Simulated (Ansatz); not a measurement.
# Cu: element swaps in one structure

The task here is to estimate one member of a computed series from the others.

Computed with Ansatz 0.2.0 (DFT r2SCAN, scalar-relativistic, plane waves, PAW, unless a step's input says otherwise).

1 further run of the same task is left out (set aside as unsound or not needed).

### The starting structure

It takes space group I4/mmm (No. 139, tetragonal). Conventional cell: a = 2.895 Å, b = 2.895 Å, c = 2.739 Å, α = 90.00°, β = 90.00°, γ = 90.00°. Around Cu (site symmetry 4/mmm) lie 10 Cu at 2.46 to 2.74 Å.

Coordinates:

```xyz
1
Lattice="-1.4477 1.4477 1.3693 1.4477 -1.4477 1.3693 1.4477 1.4477 -1.3693" Properties=species:S:1:pos:R:3 pbc="T T T"
Cu    0.0000    0.0000    0.0000
```

It goes back to an entry of the Materials Project, which need not be the stable form.

This cell was relaxed beforehand with the same method: volume 11.48 Å³/atom, gap on the mesh none (metal).

Set-up of the first run:

Contents of input.yaml:

```yaml
crystal:
  lattice:
    - [-1.4476911059, 1.4476911059, 1.3693140264]
    - [1.4476911059, -1.4476911059, 1.3693140264]
    - [1.4476911059, 1.4476911059, -1.3693140264]
  atoms:
    - { symbol: Fe, position: [0.0, 0.0, 0.0], spin: 4.0 }
basis:
  ecutwfc: 500
kpoints:
  mp_grid: { grid: [8, 8, 8] }
hamiltonian:
  xc: r2scan
scf:
  occupations: { method: gaussian, width: 0.1 }
  lower_state_search: "off"
output:
  forces: true
  stress: true
  eigenvalues: true
  populations: true
magnetization:
  spin_polarized: true
```

Launch:

```
ansatz run input.yaml --threads 1 --pin off --max-ram 2560MiB --backend cpu --events-out ev --progress --plain --runs-dir out
```

Steps of the session up to this table: A first look at the start (Fe); Full relaxation (Fe); Quick check of gap, pressure and forces (Mg); Rough relaxation on the coarse mesh (Mg); Full relaxation (Mg).

One of the session's tables, all rows but one given; the rest of the session is left out.

Lengths are those of the vectors of the cell that was run:

```
   swap  volume (Å³/atom)  a (Å)  b (Å)  c (Å)
   none             11.48  2.463  2.463  2.463
 Cu → K             75.59  4.617  4.617  4.617
Cu → Na                 ?      ?      ?      ?
Cu → Fe             11.78  2.483  2.483  2.483
Cu → Mg             22.56  3.086  3.086  3.086
```

Estimate the missing values for Cu → Na.

As computed: volume (Å³/atom): 37.74; a (Å): 3.662; b (Å): 3.662; c (Å): 3.662. In the column «volume (Å³/atom)» it lies between Cu → Mg (22.56) and Cu → K (75.59).

Lengths are those of the computed cell. Rows of earlier swaps come from the sessions before.

Limits of these values: Other magnetic orders or occupations could lie lower; they were not searched in full. Warnings in the runs' records: stability check not made.
